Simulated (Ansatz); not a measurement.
input.yaml (Ansatz)

```yaml
crystal:
  lattice:
    - [-2.1370071472, 2.4893388403, 1.3156364852]
    - [2.4893388403, -2.1370071472, 1.3156364852]
    - [2.5044572726, 2.5044572726, -0.6703403441]
  atoms:
    - { symbol: Ir, position: [0.0224366981, 0.9775633019, 0.0], spin: 1.0 }
    - { symbol: Ir, position: [0.7275633019, 0.2724366981, 0.5], spin: 1.0 }
hamiltonian:
  xc: pbe
  pseudopotentials:
    kind: paw
    azcp:
      Ir: "pseudopotentials/Ir.paw.azcp"
basis:
  ecutwfc: 420
  fft_grid_basis: typed
kpoints:
  mp_grid: { grid: [21, 21, 14], shift: [0, 0, 0] }
magnetization:
  spin_polarized: true
scf:
  occupations: { method: fermi_dirac, width: 0.05 }
```

Output

```
Engine: ansatz 0.2.0, aarch64-unknown-linux-gnu
Pseudopotentials: kind: paw
Pseudopotential: Ir, paw, valence charge 17, recommended cutoff 420 eV (normal) 
Functional definition: PBE
  parameter kappa = 0.804
  parameter beta = 0.06672455060314922
  exchange = pbe_x(kappa = kappa, mu = beta*pi^2/3)
  correlation = pbe_c(beta = beta)
Crystal: 2 atoms, lattice volume = 31.580 Å³
Basis set: ecut = 420 eV, 631 PW (Γ)
Bands: 22, of which v1, the nominal top of the filled ones, is band 17 counted from 1 (16 counted from 0)
Symmetry: 4 space group operations
Space group: C2/c (ITA 15), of the structure as read, at distance tolerance 3.2e-5 Å
Magnetic group: BNS 15.85 (UNI 92), of the structure as read, at distance tolerance 3.2e-5 Å
k-points: 1628 of 6174
Non-local potential: Ir, projectors of the file, l = 0: 3, l = 1: 2, l = 2: 2, l = 3: 1
PAW form: soft (Blöchl's): semilocal exchange-correlation on the pseudo side does not see the compensation charge
PAW one-centre angular grid: Ir, 590 points (default); XC on 64 Gauss nodes
Initial density: superposition of atomic densities (chi_scale 0.1, normalization cell)
Starting moments: Σ|m| = 2 μB on 2 of 2 sites
Initial wavefunctions: pseudopotential atomic-orbital guess
Functional: x = pbe(κ = 0.804, μ = 0.2195149727645171), c = pbe(β = 0.06672455060314922)
iter 1 solved again at ethr=1.49e-3 eV; its pass at ethr=3.10e-3 eV (dr2=5.07e-1 eV) is discarded
SCF iter   1: F=—  HF=-23869.755599 eV  |F-HF|=—  |Δ(HF+E_count)|=         —  Δρ=5.79e-2 (↑5.79e-2 ↓3.39e-2)  dr2=5.08e-1  dr2_m=4.96e-1  M=0.236 μB ∫|m|=0.236 μB  β_m=0.30  ethr=1.49e-3  ⟨swp⟩=1.0  Hψ=371972  notcnv=0
Mixer restart at iter 1: flushing history
spin=Collinear: Kerker preconditioning applied to the charge; magnetization (m = ρ↑ − ρ↓) channel mixes plain (no charge-response kernel on spin).
SCF iter   2: F=—  HF=-23869.620516 eV  |F-HF|=—  |Δ(HF+E_count)|=   1.35e-1  Δρ=4.06e-2 (↑4.06e-2 ↓2.57e-2)  dr2=2.17e-1  dr2_m=2.62e-1  M=0.184 μB ∫|m|=0.184 μB  β_m=0.65  ethr=1.49e-3  ⟨swp⟩=2.0  Hψ=79773  notcnv=0
SCF iter   3: F=—  HF=-23869.740535 eV  |F-HF|=—  |Δ(HF+E_count)|=   1.20e-1  Δρ=5.33e-3 (↑2.72e-3 ↓5.33e-3)  dr2=1.10e-2  dr2_m=2.61e-3  M=0.027 μB ∫|m|=0.028 μB  β_m=0.82  ethr=6.38e-4  ⟨swp⟩=2.5  Hψ=128503  notcnv=0
SCF iter   4: F=—  HF=-23869.748265 eV  |F-HF|=—  |Δ(HF+E_count)|=   7.73e-3  Δρ=7.90e-4 (↑7.05e-4 ↓7.90e-4)  dr2=5.35e-4  dr2_m=5.03e-6  M=0.001 μB ∫|m|=0.002 μB  β_m=0.91  ethr=3.24e-5  ⟨swp⟩=2.1  Hψ=134637  notcnv=0  defer=36
SCF iter   5: F=—  HF=-23869.748064 eV  |F-HF|=—  |Δ(HF+E_count)|=   2.00e-4  Δρ=2.45e-4 (↑2.41e-4 ↓2.45e-4)  dr2=9.12e-5  dr2_m=6.90e-7  M=0.000 μB ∫|m|=0.001 μB  β_m=0.96  ethr=1.57e-6  ⟨swp⟩=2.2  Hψ=123444  notcnv=0  defer=33
SCF iter   6: F=—  HF=-23869.748057 eV  |F-HF|=—  |Δ(HF+E_count)|=   7.64e-6  Δρ=6.71e-5 (↑6.15e-5 ↓6.71e-5)  dr2=5.28e-6  dr2_m=3.15e-8  M=-0.000 μB ∫|m|=0.000 μB  β_m=0.98  ethr=2.68e-7  ⟨swp⟩=2.0  Hψ=98766  notcnv=0  defer=33
SCF iter   7: F=—  HF=-23869.748057 eV  |F-HF|=—  |Δ(HF+E_count)|=   1.96e-7  Δρ=9.54e-6 (↑9.54e-6 ↓9.41e-6)  dr2=1.12e-7  dr2_m=3.38e-10  M=-0.000 μB ∫|m|=0.000 μB  β_m=0.99  ethr=1.55e-8  ⟨swp⟩=2.4  Hψ=101644  notcnv=0  defer=33
SCF iter   8: F=—  HF=-23869.748057 eV  |F-HF|=—  |Δ(HF+E_count)|=   6.21e-9  Δρ=1.93e-6 (↑1.64e-6 ↓1.93e-6)  dr2=2.19e-9  dr2_m=6.64e-11  M=-0.000 μB ∫|m|=0.000 μB  β_m=0.99  ethr=2.94e-10  ⟨swp⟩=1.0  Hψ=183745  notcnv=0
SCF iter   9: F=-23869.748057 eV  HF=-23869.748057 eV  |F-HF|=4.37e-11  |Δ(HF+E_count)|=  2.55e-10  Δρ=4.52e-7 (↑4.39e-7 ↓4.52e-7)  dr2=1.51e-10  dr2_m=3.60e-13  M=0.000 μB ∫|m|=0.000 μB  ethr=6.43e-12  ⟨swp⟩=2.0  Hψ=140099  notcnv=0
SCF 1 converged in 9 iterations: F = -23869.748057 eV  dr2 = 1.51e-10
WARN: the starting moments were not kept: the SCF closed with an absolute magnetisation of 7.1e-7 μB, where they sum to 2 μB in size (2 sites). That is at most 0.1 of that sum. Measured as dr2_m measures the in/out step, that magnetisation stands 6.7e-14 eV from none, at or under the dr2_threshold of 1.0e-7 eV: it is no larger than a step whose dr2_m would equal this threshold. The system may hold no moment; this SCF shows only that its start led to no more than that. To try another start: raise the starting moments (crystal.atoms[].spin, magnetization.per_species, magnetization.initial_magnetization, or on a non-collinear deck that types none of these the spinor_matrix: blocks that start its atoms; where the total moment is fixed, keep their sum and leave initial_magnetization as it is; typed ones take the place of any that the run laid by itself, positive ones on a crystal's lanthanoids without a Hubbard term where scf.initial_density.shell_occupations: [] is typed) or, if the notice of its spin-set hold's release reads "site moments contracting" or "site moments show no strong build", lengthen the hold (scf.mixing.spin_hold: { on: { confirm: 4 } }; for m-r²SCAN on two components see the key's manual first). Each may lead to a state that holds a moment. A second SCF, from the converged charge density, with the starting moments and any scf.initial_density.shell_occupations laid on it anew, would have followed, and was not run: the deck does not ask for one (magnetization.retry_lost_moments is false, the default). To let it run, set magnetization.retry_lost_moments: true and run the deck again, where that key's refused combinations let it; where memory then withholds it, that run's warning says so.
SCF converged after 9 iterations
Magnetization: 0.0000 μB (17.0000 up, 17.0000 down)
Absolute magnetization: 0.0000 μB (∫|ρ↑−ρ↓|, with the PAW one-centre terms)
Spin contamination: 0.0000 ħ² per cell (⟨S²⟩ above its minimum at these occupations)
Per-site moments (μB) at R_I (Å): [(2.6781482274279674e-7, 1.0789959366521698), (2.6781482261824944e-7, 1.0789959366521698)]
Free energy (F): -23869.748057 eV
Harris-Foulkes:  -23869.748057 eV  (|F-HF|=4.37e-11)
Internal energy: -23869.730936 eV  (E = F + TS)
E sigma→0 (E₀):  -23869.739496 eV
Entropy (-TS):   -0.017121 eV (-8.561 meV/atom)
Fermi energy:    22.176469 eV
--- Per-component energies (eV) ---
  E_band       = -265.754822
  E_kinetic    = 1243.792532
  E_local      = -2495.232937  (includes V_loc(G=0)·N_el)
  E_nonlocal   = 146.757365
  E_hartree    = 950.698876
  E_xc         = -534.475225
  E_vxc        = -598.208121  (∫ρ·V_xc dr)
  E_paw        = -18447.109009  (= ΣΔE_a)
  E_vpaw       = -464.261146  (= ΣTr[D̂ρ^β])
  E_aug_tail   = 0.000126  (compensation charges beyond the density's cutoff)
  E_ewald      = -4734.162664
  E_smearing   = -0.017121  (= −TS)
  E_closure    = 0.000000  (closes the sum)
  Σ components = -23869.748057   (vs F -23869.748057, Δ=0.00e0)
```
